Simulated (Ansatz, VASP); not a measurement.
CdSe in VASP and in Ansatz

File INCAR:

```
SYSTEM = CdSe
PREC     = Accurate       ! precision mode
ENCUT    = 520            ! plane-wave cutoff, eV
EDIFF    = 1E-7           ! SCF threshold, eV
ISMEAR   = 0              ! smearing method
SIGMA    = 0.01           ! smearing width, eV
LREAL    = .FALSE.        ! projectors in reciprocal space
LASPH    = .TRUE.         ! aspherical terms in the spheres
NELM     = 100            ! most SCF steps
ALGO     = Normal         ! electronic algorithm
ISIF     = 2              ! what is computed and relaxed
LWAVE    = .FALSE.        ! write WAVECAR
LCHARG   = .FALSE.        ! write CHGCAR
GGA      = PE             ! functional
NBANDS   = 26             ! bands
```

The input KPOINTS:

```
Automatic mesh
0
G
  6 6 4
  0 0 0
```

Contents of POSCAR:

```
CdSe
1.0
    4.6022437423      0.0000000000      0.0000000000
   -2.3011218711      3.9856599953      0.0000000000
    0.0000000000      0.0000000000      6.0016225389
Cd Se
2 2
Direct
    0.3333333333      0.6666666667      0.2500000000
    0.6666666667      0.3333333333      0.7500000000
    0.6666666667      0.3333333333      0.2500000000
    0.3333333333      0.6666666667      0.7500000000
```

Input for Ansatz:

```yaml
crystal:
  lattice:
    - [4.6022437423, 0.0, 0.0]
    - [-2.3011218711, 3.9856599953, 0.0]
    - [0.0, 0.0, 6.0016225389]
  atoms:
    - { symbol: Cd, position: [0.3333333333, 0.6666666667, 0.25] }
    - { symbol: Cd, position: [0.6666666667, 0.3333333333, 0.75] }
    - { symbol: Se, position: [0.6666666667, 0.3333333333, 0.25] }
    - { symbol: Se, position: [0.3333333333, 0.6666666667, 0.75] }
kpoints:
  mp_grid: { grid: [6, 6, 4] }
hamiltonian:
  xc: pbe
scf:
  occupations: { method: fixed }
output:
  optics:
    e_range: [0, 12]
    de: 0.05
    sigma: 0.1
    bands: { spectra_wanted_up_to: 12 }
    scissors: 0.917
```

Alike in both runs: task single point; functional PBE; k mesh 6 × 6 × 4; no spin polarisation.

```csv
,VASP,Ansatz
version,VASP 6.6.1,Ansatz 0.2.0
potentials or method,"VASP PAW PBE potentials, release 64 (Cd, Se)","plane waves, PAW"
plane-wave cutoff (eV),520,420
occupations,"gaussian, width 0.01 eV",fixed
valence electrons in the cell,36,72
```

|  | VASP | Ansatz | Ansatz less VASP |
| --- | --- | --- | --- |
| gap on the k mesh at the Fermi level (eV) | 0.23 | 0.24 | +0.013 |

The two sets of potentials don't hold the same shells in valence.
